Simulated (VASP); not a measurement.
Here is a VASP 6.6.1 calculation.

The input INCAR:

```
SYSTEM = C
PREC = Accurate ; ENCUT = 520
EDIFF = 1E-7 ; ISMEAR = 0
SIGMA = 0.1 ; LREAL = .FALSE.
LASPH = .TRUE. ; NELM = 100
ALGO = Fast ; ISIF = 2
LWAVE = .FALSE. ; LCHARG = .TRUE.
GGA = PS ; LELF = .TRUE.
LVHAR = .TRUE. ; NBANDS = 11
```

KPOINTS

```
Automatic mesh
0
G
  9 9 2
  0 0 0
```

The input POSCAR:

```
C
1.0
    2.4561701622      0.0000000000      0.0000000000
   -1.2280850811      2.1271057565      0.0000000000
    0.0000000000      0.0000000000      8.5238033600
C
2
Direct
    0.3333333300      0.6666666700      0.0000000000
    0.6666666700      0.3333333300      0.0000000000
```

Potentials or basis: VASP PAW PBE potentials, release 64 (C).

The run is started by

```sh
$ cat potpaw_PBE.64/C/POTCAR > POTCAR
$ mpirun -np 1 vasp_std > vasp.out
```

(1) Estimate the band gap on the k mesh.

Answers

(1) none (metal or under the smearing width).

Caveat: the k mesh is coarse (spacing up to 0.37 Å⁻¹), so the values aren't converged.
